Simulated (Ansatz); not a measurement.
This script for Ansatz 0.2.0, Python API starts 3 runs on BN, space group Pnma. What input does the engine get in each?

`bn.py`:
```python
# -*- coding: utf-8 -*-
"""Start a denser mesh for BN from a saved density."""

import warnings

import ansatz as az


def main():
    warnings.simplefilter("ignore", az.DeckWarning)

    lattice = az.Lattice.of(
        [4.880089, 0.0, 0.0],
        [0.0, 2.591464, 0.0],
        [0.0, 0.0, 4.292049],
    )
    sites = [
        ("B", [0.659587, 0.75, 0.092904]),
        ("B", [0.840413, 0.25, 0.592904]),
        ("B", [0.159587, 0.75, 0.407096]),
        ("B", [0.340413, 0.25, 0.907096]),
        ("N", [0.82113, 0.75, 0.393514]),
        ("N", [0.17887, 0.25, 0.606486]),
        ("N", [0.67887, 0.25, 0.893514]),
        ("N", [0.32113, 0.75, 0.106486]),
    ]
    crystal = az.Crystal(lattice=lattice)
    for symbol, position in sites:
        crystal = crystal.atom(symbol, position)

    setup = (
        crystal.calculation()
        .functional("lda")
        .occupations(az.OccupationsMethod.FIXED)
    )
    coarse = setup.kpoints(*(2, 4, 3)).checkpoint(write="ground.run").run(threads=1).report
    warm = setup.kpoints(*(5, 9, 5)).checkpoint(read="ground.run").run(threads=1).report
    cold = setup.kpoints(*(5, 9, 5)).run(threads=1).report
    for label, summary in (("coarse", coarse), ("fine, from the saved density", warm), ("fine, fresh start", cold)):
        print(f"{label:30s} F = {summary['free_energy_ev']:.5f} eV  iterations {summary['n_iterations']}")


if __name__ == "__main__":
    main()
```

Run 1:
```yaml
crystal:
  lattice:
    - [4.880089, 0.0, 0.0]
    - [0.0, 2.591464, 0.0]
    - [0.0, 0.0, 4.292049]
  atoms:
    - { symbol: B, position: [0.659587, 0.75, 0.092904] }
    - { symbol: B, position: [0.840413, 0.25, 0.592904] }
    - { symbol: B, position: [0.159587, 0.75, 0.407096] }
    - { symbol: B, position: [0.340413, 0.25, 0.907096] }
    - { symbol: "N", position: [0.82113, 0.75, 0.393514] }
    - { symbol: "N", position: [0.17887, 0.25, 0.606486] }
    - { symbol: "N", position: [0.67887, 0.25, 0.893514] }
    - { symbol: "N", position: [0.32113, 0.75, 0.106486] }
kpoints:
  mp_grid:
    grid: [2, 4, 3]
hamiltonian:
  xc: lda
scf:
  occupations:
    method: fixed
checkpoint:
  write: ground.run
```

Run 2, against run 1:
```diff
-    grid: [2, 4, 3]
+    grid: [5, 9, 5]
-  write: ground.run
+  read: ground.run
```

Run 3, against run 1:
```diff
-    grid: [2, 4, 3]
+    grid: [5, 9, 5]
-checkpoint:
-  write: ground.run
```

```console
$ python bn.py
coarse                         F = -2103.88197 eV  iterations 6
fine, from the saved density   F = -2103.90336 eV  iterations 4
fine, fresh start              F = -2103.90336 eV  iterations 6
```

Notes:
- Total energies depend on the potentials; only differences at equal settings carry meaning. A total without «per atom» is that of the cell as typed.
- This cell is a computed structure, which may not be the phase found in nature.
- Hardware and time: 4.2 s on 1 thread of Arm Neoverse V2 (shared host), peak memory 0.36 GiB.

(A comment or docstring line of the script was reworded after the run, the code is as it ran; lines on the test bed's own set-up are left out of the output.)
